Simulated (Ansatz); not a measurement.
Input, command and steps of an Ansatz relaxation.

```yaml
crystal:
  lattice:
    - [-1.5964873274, 1.5964873274, 3.8816239792]
    - [1.5964873274, -1.5964873274, 3.8816239792]
    - [1.5964873274, 1.5964873274, -3.8816239792]
  atoms:
    - { symbol: Si, position: [0.3347403716, 0.3347403716, 0.0] }
    - { symbol: Si, position: [0.6652596284, 0.6652596284, 0.0] }
    - { symbol: W, position: [0.0, 0.0, 0.0] }
basis:
  ecutwfc: 500
kpoints:
  mp_grid: { grid: [18, 18, 18] }
hamiltonian:
  xc: r2scan
scf:
  occupations: { method: gaussian, width: 0.1 }
output:
  forces: true
  stress: true
  eigenvalues: true
relax:
  adjacent_minimum: "off"
  f_tol: 0.008
  max_steps: 50
  cell: { stress_tol: 0.08, p_target: 4.0 }
```

```bash
ansatz run input.yaml --threads 1 --pin off --max-ram 2560MiB --backend cpu --events-out ev --progress --plain --runs-dir out
```

These are results of DFT r2SCAN, scalar-relativistic, plane waves, PAW (Ansatz 0.2.0), not measurements.

Of 4 frames 3 are shown, positions in Å and forces in eV/Å; the SCF threshold varies from step to step. Steps run on the plane waves of an earlier cell, with a Pulay correction in the pressure. The basis is chosen afresh for the last frame, the zero of the energies, and at times for earlier ones too; energy and pressure step there, also at an unchanged geometry. The relaxation lowers the enthalpy F + PV at the target pressure, so the free energy itself can rise.

```xyz
3
Lattice="-1.5965 1.5965 3.8816 1.5965 -1.5965 3.8816 1.5965 1.5965 -3.8816" Properties=species:S:1:pos:R:3:forces:R:3 pbc="T T T" step=1 free_energy_over_end_meV_per_atom=0.11 pressure_GPa=4.11
Si    0.0000    0.0000    2.5987    0.0000    0.0000   -0.0364
Si    0.0000    0.0000    5.1646    0.0000    0.0000    0.0364
W     0.0000    0.0000    0.0000    0.0000    0.0000    0.0000
3
Lattice="-1.5959 1.5959 3.8857 1.5959 -1.5959 3.8857 1.5959 1.5959 -3.8857" Properties=species:S:1:pos:R:3:forces:R:3 pbc="T T T" step=2 free_energy_over_end_meV_per_atom=-0.01 pressure_GPa=3.96
Si    0.0000    0.0000    2.6001    0.0000    0.0000   -0.0047
Si    0.0000    0.0000    5.1713    0.0000    0.0000    0.0047
W     0.0000    0.0000    0.0000    0.0000    0.0000    0.0000
3
Lattice="-1.5961 1.5961 3.8846 1.5961 -1.5961 3.8846 1.5961 1.5961 -3.8846" Properties=species:S:1:pos:R:3:forces:R:3 pbc="T T T" step=4 free_energy_over_end_meV_per_atom=0.00 pressure_GPa=3.99
Si    0.0000    0.0000    2.5992    0.0000    0.0000   -0.0023
Si    0.0000    0.0000    5.1700    0.0000    0.0000    0.0023
W     0.0000    0.0000    0.0000    0.0000    0.0000    0.0000
```

It took 3 min on 1 thread of Arm Neoverse V2 (shared host), peak memory 0.83 GiB.

Spin–orbit coupling is left out, which can shift energies with elements as heavy as these.